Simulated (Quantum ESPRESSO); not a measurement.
Crystal: TePb.

```xyz
2
Lattice="0.0000 3.2310 3.2310 3.2310 0.0000 3.2310 3.2310 3.2310 0.0000" Properties=species:S:1:pos:R:3 pbc="T T T"
Pb    0.0000    0.0000    0.0000
Te    3.2310    3.2310    3.2310
```

- Program: Quantum ESPRESSO 7.5
- Task: phonons
- Functional: RPBE
- Potentials or basis: GBRV 1.5 PBE
- Cutoff: 612 eV
- Density cutoff: 4898 eV
- k mesh: 6 × 6 × 6, shifted
- Occupations: fermi-dirac, width 0.05 eV
- Spin: no spin polarisation
- Mixing beta: 0.5
- Most SCF iterations: 120
- SCF threshold: 4e-10 Ry

The cell and the atoms were relaxed first, to 36.64 Å³/atom (a = 4.697 Å, b = 4.697 Å, c = 4.697 Å, α = 60.00°, β = 60.00°, γ = 60.00°), and the response was taken there.

The first run showed a gap, so the response started from a second, tighter run with fixed occupations.

Problem. What is the highest optical frequency at the zone centre, leaving out the macroscopic field of polar modes?

Solution. 18i cm⁻¹, a mode of symmetry T1u (IR). With the field the highest mode lies at 104 cm⁻¹.

Optical modes at Γ, degenerate ones joined, polar ones without the macroscopic field:
| cm⁻¹ | components | symmetry | active in | IR intensity, summed ((D/Å)²/amu) |
| --- | --- | --- | --- | --- |
| 18i | 3 | T1u | IR | 27.91 |

Zone-centre frequencies without and with the macroscopic field along z (cm⁻¹):
```csv
,optical modes in rising order
without,18i 18i 18i
with the field,18i 18i 104
```

Caveat: the potentials were made for another functional, which shifts forces and pressure; some modes are imaginary.
